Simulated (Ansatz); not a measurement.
Crystal: Bi.

```
CELL_PARAMETERS angstrom
-1.98143 1.98143 1.98143
1.98143 -1.98143 1.98143
1.98143 1.98143 -1.98143
ATOMIC_POSITIONS crystal
Bi 0.00000 0.00000 0.00000
```

This isn't the form of Bi at room conditions, which is rhombohedral.

```yaml
Program: Ansatz 0.2.0
Task: relaxation of cell and atoms
Functional: PBEsol
Potentials_or_basis: Ansatz PAW
Cutoff: "420 eV (not typed: the program's choice for these potentials)"
k_mesh: 9 × 9 × 9
Occupations: fermi-dirac, width 0.05 eV
Spin: no spin polarisation
```

At the start: volume 31.12 Å³/atom.

**Question.** How do energy, volume and symmetry change on relaxing?

**Answer.** It ends after 4 steps and the volume is 30.05 Å³/atom (-3.4 %); space group Im-3m (No. 229, to 0.05 Å).

The path:
```
step  energy change (eV)  largest force (eV/Å)  volume (Å³)
   1              0.0000                0.0000        31.12
   2             -0.0066                0.0000        29.75
   3             -0.0070                0.0000        30.05
   4             -0.0068                0.0000        30.05
```

Final structure:
```
Bi
1.0
    -1.95859    1.95859    1.95859
     1.95859   -1.95859    1.95859
     1.95859    1.95859   -1.95859
Bi
1
Direct
  0.00000 0.00000 0.00000
```

Caveat: the plane-wave basis is chosen anew once the cell has moved, so the energies of steps on either side of that aren't comparable; the PAW data sets come from PBE, with cores solved anew for the run's functional, which leaves a small shift of forces and pressure.
